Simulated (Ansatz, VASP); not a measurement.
## Ti: VASP beside Ansatz

```
CELL_PARAMETERS angstrom
2.90754 0.00000 0.00000
-1.45377 2.51801 0.00000
0.00000 0.00000 19.99353
ATOMIC_POSITIONS crystal
Ti 0.66667 0.33333 0.20006
Ti 0.33333 0.66667 0.31244
Ti 0.00000 0.00000 0.42481
```

Alike in both runs: task single point; functional PBE; k mesh 9 × 9 × 1; occupations gaussian, width 0.1 eV; no spin polarisation.

```csv
,VASP,Ansatz
version,VASP 6.6.1,Ansatz 0.2.0
potentials or method,"VASP PAW PBE potentials, release 64 (Ti_sv)","scalar-relativistic, plane waves, PAW"
plane-wave cutoff (eV),520,420
valence electrons in the cell,36,36
```

VASP gave:

| Quantity | Value |
| --- | --- |
| gap on the k mesh at the Fermi level (eV) | none |
| rms of the force components (eV/Å) | 0.006 |

Task: Estimate Ansatz's values.

Result: gap on the k mesh at the Fermi level (eV): none; rms of the force components (eV/Å): 0.000.

Atom by atom the forces differ by 0.006 eV/Å (rms over components). A gap of «none» marks a metal or a gap that the smearing closes.
